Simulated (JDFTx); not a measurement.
# KTaO3 under changes of volume

One of the cells (12.688 Å³/atom); the others are scaled copies at fixed shape and fractional positions:

```xyz
5
Lattice="3.9883 0.0000 0.0000 0.0000 3.9883 0.0000 0.0000 0.0000 3.9883" Properties=species:S:1:pos:R:3 pbc="T T T"
Ta    0.0000    0.0000    0.0000
K     1.9942    1.9942    1.9942
O     0.0000    0.0000    1.9942
O     0.0000    1.9942    0.0000
O     1.9942    0.0000    0.0000
```

```yaml
Program: JDFTx 1.7.0 (patched build)
Functional: PBEsol
Potentials_or_basis: PseudoDojo-SR-PBEsol-0.4.1-standard with smoothed tails
Cutoff: 1143 eV
Density_cutoff: 9143 eV
k_mesh: 7 × 7 × 7
Occupations: fermi-dirac, width 0.05 eV
Spin: no spin polarisation
```

```tsv
volume (Å³/atom)	energy over the lowest point (meV/atom)	pressure (GPa)	gap on the mesh (eV)
11.927	23.33	12.2	2.34
12.180	?	?	?
12.434	0.58	2.4	2.25
12.688	0.00	-1.7	2.21
12.942	5.62	-5.4	2.16
13.196	16.79	-8.7	2.12
13.449	32.93	-11.7	2.07
```

**Question.** What does the run at 12.180 Å³/atom give?

**Answer.** Energy over the lowest point 8.09 meV/atom; pressure 7.1 GPa; gap on the mesh 2.30 eV.

Worked out: A Birch-Murnaghan fit of order 3 (a polynomial in V^(-2/3)) to the other rows has its minimum at 12.58 Å³/atom with B0 = V·E''(V) = 203 GPa and B' = 4.4. It gives 8.12 meV/atom at 12.180 Å³/atom, against the run's 8.09, and -dE/dV = 7.1 GPa, against 7.1. A straight line through the other rows of the gap, of slope -2.23 eV per unit of ln V, gives 2.30 eV, against the run's 2.30.

Energies are extrapolated to zero smearing.

Caveats: spin-orbit coupling is left out, which moves the levels of the heavy elements; an odd mesh through Γ misses points on the zone boundary, where band edges often lie.
